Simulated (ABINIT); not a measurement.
# Rh (Fm-3m) in ABINIT: further runs, part 2 of 2

ABINIT 10.8.3 (patched build). The steps go on from the part before.

### 4 Equation of state, WC

Contents of run.abi:

```
# Datasets: one volume each
ndtset 7
getwfk -1
scalecart1 3*0.9795861087
scalecart2 3*0.9864848297
scalecart3 3*0.9932883884
scalecart4 3*1.0000000000
scalecart5 3*1.0066227096
scalecart6 3*1.0131594038
scalecart7 3*1.0196128224

# Pseudopotentials
pp_dirpath "./"
pseudos "Rh.GGA_PBE-JTH.xml"

# Structure
acell 5.0719591737 5.0719591737 5.0719591737
rprim
     0.0000000000     0.7071067812     0.7071067812
     0.7071067812     0.0000000000     0.7071067812
     0.7071067812     0.7071067812     0.0000000000
ntypat 1
znucl 45
natom 1
typat 1
xred
     0.0000000000     0.0000000000     0.0000000000

# Plane-wave basis
ecut 20.0
pawecutdg 40.0

# k points
kptopt 1
ngkpt 12 12 12
nshiftk 1
shiftk 0.0 0.0 0.0

# Exchange and correlation
ixc 23

# Bands and occupations
nband 13
occopt 3
tsmear 0.05 eV

# SCF cycle
nstep 100
tolvrs 1.0e-9

# Output
iomode 3
prtwf 1
prtden 0
prteig 0
prtebands 0
enunit 1
```

Potentials or basis: JTH PAW PBE v2.0.

On the command line:

```
abinit run.abi > log 2>&1
```

run.abo:

```text
.Version 10.8.3 of ABINIT
 DATASET    1 : space group Fm -3 m (#225); Bravais cF (face-center cubic)
================================================================================
 Values of the parameters that define the memory need for DATASET  1.
     intxc =       0    ionmov =       0      iscf =      17    lmnmax =      18
     lnmax =       6     mgfft =      24  mpssoang =       3    mqgrid =    3001
     natom =       1  nloc_mem =       2    nspden =       1   nspinor =       1
    nsppol =       1      nsym =      48    n1xccc =       1    ntypat =       1
    occopt =       3   xclevel =       2
       mpw =         380          nfft =       13824          nkpt =          72
 PAW method is used; the additional fine FFT grid is defined by:
   mgfftf=        30    nfftf =     27000
================================================================================
================================================================================
[... 71 lines left out ...]
 DATASET    7 : space group Fm -3 m (#225); Bravais cF (face-center cubic)
================================================================================
 Values of the parameters that define the memory need for DATASET  7.
     intxc =       0    ionmov =       0      iscf =      17    lmnmax =      18
     lnmax =       6     mgfft =      24  mpssoang =       3    mqgrid =    3001
     natom =       1  nloc_mem =       2    nspden =       1   nspinor =       1
    nsppol =       1      nsym =      48    n1xccc =       1    ntypat =       1
    occopt =       3   xclevel =       2
       mpw =         432          nfft =       13824          nkpt =          72
 PAW method is used; the additional fine FFT grid is defined by:
   mgfftf=        30    nfftf =     27000
================================================================================
================================================================================

--------------------------------------------------------------------------------
------------- Echo of variables that govern the present computation ------------
--------------------------------------------------------------------------------
 -outvars: echo values of preprocessed input variables --------
            acell      5.0719591737E+00  5.0719591737E+00  5.0719591737E+00 Bohr
              amu      1.02905500E+02
             ecut      2.00000000E+01 Hartree
[... 111 lines left out ...]
         ecut(hartree)=     40.000   => boxcut(ratio)=   2.12319

--- Pseudopotential description ------------------------------------------------
- pspini: atom type   1  psp file is ./Rh.GGA_PBE-JTH.xml
 Pseudopotential format is: paw10
 basis_size (lnmax)=  6 (lmn_size= 18), orbitals=   0   0   1   1   2   2
 Spheres core radius: rc_sph= 2.21251062
 Shapefunction is SIN type: shapef(r)=[sin(pi*r/rshp)/(pi*r/rshp)]**2
 Radius for shape functions =  2.00372819
 Compensation charge density is not taken into account in XC energy/potential

   3.74318991E+02                                ecore*ucvol(ha*bohr**3)
--------------------------------------------------------------------------------

[... 1210 lines left out ...]
-Cartesian components of stress tensor (GPa)         [Pressure= -1.5723E+01 GPa]
- sigma(1 1)=  1.57225541E+01  sigma(3 2)=  0.00000000E+00
- sigma(2 2)=  1.57225541E+01  sigma(3 1)=  0.00000000E+00
- sigma(3 3)=  1.57225541E+01  sigma(2 1)=  0.00000000E+00

== END DATASET(S) ==============================================================
================================================================================

 -outvars: echo values of variables after computation  --------
            acell      5.0719591737E+00  5.0719591737E+00  5.0719591737E+00 Bohr
           etotal1    -1.1146904905E+02
           etotal2    -1.1147003128E+02
           etotal3    -1.1147056226E+02
           etotal4    -1.1147069178E+02
           etotal5    -1.1147045410E+02
           etotal6    -1.1146989010E+02
           etotal7    -1.1146904132E+02
            fcart1    -0.0000000000E+00 -0.0000000000E+00 -0.0000000000E+00
            fcart2    -0.0000000000E+00 -0.0000000000E+00 -0.0000000000E+00
            fcart3    -0.0000000000E+00 -0.0000000000E+00 -0.0000000000E+00
            fcart4    -0.0000000000E+00 -0.0000000000E+00 -0.0000000000E+00
            fcart5    -0.0000000000E+00 -0.0000000000E+00 -0.0000000000E+00
            fcart6    -0.0000000000E+00 -0.0000000000E+00 -0.0000000000E+00
            fcart7    -0.0000000000E+00 -0.0000000000E+00 -0.0000000000E+00
            rprim1     0.0000000000E+00  6.9267198023E-01  6.9267198023E-01
                       6.9267198023E-01  0.0000000000E+00  6.9267198023E-01
                       6.9267198023E-01  6.9267198023E-01  0.0000000000E+00
[... 17 lines left out ...]
                       7.2097514092E-01  7.2097514092E-01  0.0000000000E+00
           strten1    -6.6205373434E-04 -6.6205373434E-04 -6.6205373434E-04
                       0.0000000000E+00  0.0000000000E+00  0.0000000000E+00
           strten2    -4.0042321088E-04 -4.0042321088E-04 -4.0042321088E-04
                       0.0000000000E+00  0.0000000000E+00  0.0000000000E+00
           strten3    -1.7210201987E-04 -1.7210201987E-04 -1.7210201987E-04
                       0.0000000000E+00  0.0000000000E+00  0.0000000000E+00
           strten4     3.5864518172E-05  3.5864518172E-05  3.5864518172E-05
                       0.0000000000E+00  0.0000000000E+00  0.0000000000E+00
           strten5     2.2460158068E-04  2.2460158068E-04  2.2460158068E-04
                       0.0000000000E+00  0.0000000000E+00  0.0000000000E+00
           strten6     3.8935904372E-04  3.8935904372E-04  3.8935904372E-04
                       0.0000000000E+00  0.0000000000E+00  0.0000000000E+00
           strten7     5.3439875351E-04  5.3439875351E-04  5.3439875351E-04
                       0.0000000000E+00  0.0000000000E+00  0.0000000000E+00
 Calculation completed.
```

It took 74 s on 1 thread of Arm Neoverse V2, shared host; peak memory 0.14 GiB.

What came out:

* Equilibrium volume: 13.63 Å³/atom
* Bulk modulus: 293 GPa
* Pressure derivative of the bulk modulus: 4.5

Energy against volume, from the lowest point:
```tsv
volume (Å³/atom)	energy (meV/atom)
12.851	44.70
13.125	17.97
13.398	3.52
13.671	0.00
13.945	6.47
14.218	21.81
14.492	44.91
```

Caveat: pressures at fixed basis lie under the slope of the energies; the PAW data sets were made with another functional, which shifts forces and pressure a little.

### 5 Equation of state, BP86

run.abi, as its differences from that of step 4:

```diff
@@ -1,2 +1 @@
-# Datasets: one volume each
 ndtset 7
@@ -11,3 +10,2 @@
 
-# Pseudopotentials
 pp_dirpath "./"
@@ -15,4 +13,3 @@
 
-# Structure
-acell 5.0719591737 5.0719591737 5.0719591737
+acell 2.6839652093 2.6839652093 2.6839652093 Angstrom
 rprim
@@ -28,7 +25,5 @@
 
-# Plane-wave basis
-ecut 20.0
+ecut 544.227725 eV
 pawecutdg 40.0
 
-# k points
 kptopt 1
@@ -38,6 +33,4 @@
 
-# Exchange and correlation
-ixc 23
+ixc -106132
 
-# Bands and occupations
 nband 13
@@ -46,3 +39,2 @@
 
-# SCF cycle
 nstep 100
@@ -50,3 +42,2 @@
 
-# Output
 iomode 3
```

On the command line:

```
abinit run.abi > log 2>&1
```

It took 76 s on 1 thread of Arm Neoverse V2, shared host; peak memory 0.14 GiB.

The run converged. Its results:

| Property | Result |
| --- | --- |
| Equilibrium volume | 14.13 Å³/atom |
| Bulk modulus | 262 GPa |
| Pressure derivative of the bulk modulus | 4.6 (rough: it moves with the points fitted) |

Energy against volume, from the lowest point:
```csv
volume (Å³/atom),energy (meV/atom)
12.851,111.40
13.125,65.90
13.398,33.24
13.671,12.04
13.945,1.33
14.218,0.00
14.492,6.79
```

Caveat: pressures at fixed basis lie under the slope of the energies; the PAW data sets were made with another functional, which shifts forces and pressure a little.

### 6 Overview

```tsv
task	level	potentials or basis	spin	gap on the mesh (eV)	pressure (GPa)	V0 of scaled cells (Å³/atom)	B0 (GPa)
band structure	rPW86PBE	JTH PAW PBE v2.0	off	none	22.4	-	-
band structure	LDA-PZ	JTH PAW LDA v2.0	SOC, no magnetisation	none	-9.3	-	-
equation of state	WC	JTH PAW PBE v2.0	off	-	-	13.63	293
equation of state	BP86	JTH PAW PBE v2.0	off	-	-	14.13	262
```

Alike in all rows: cell as given; k mesh 12 × 12 × 12; cutoff (eV) 544; smearing fermi-dirac 0.05 eV.

Caveats: pressures at fixed basis lie under the slope of the energies (some runs); the PAW data sets were made with another functional, which shifts forces and pressure a little (some runs); so large a pressure means that the cell lies far from this level's equilibrium, or that cutoff or potentials fall short (some runs); the potentials were made for another functional, which shifts forces and pressure (some runs).

Total energies depend on the potentials used, so only differences within one code and one set of settings carry meaning.

### 7 Against experiment

Step 4. A measured bulk modulus of Rh is 264 GPa (quoted in “Thermal equation of state of rhodium characterized by XRD in a resistively heated diamond anvil cell”, 2024, pmc:11535440); the calculated 293 GPa misses it by +11.0 %. The fit is for a static lattice scaled at fixed shape and fixed fractional positions.

Step 5. A measured bulk modulus of Rh is 264 GPa (quoted in “Thermal equation of state of rhodium characterized by XRD in a resistively heated diamond anvil cell”, 2024, pmc:11535440); the calculated 262 GPa misses it by -0.8 %. The fit is for a static lattice scaled at fixed shape and fixed fractional positions.
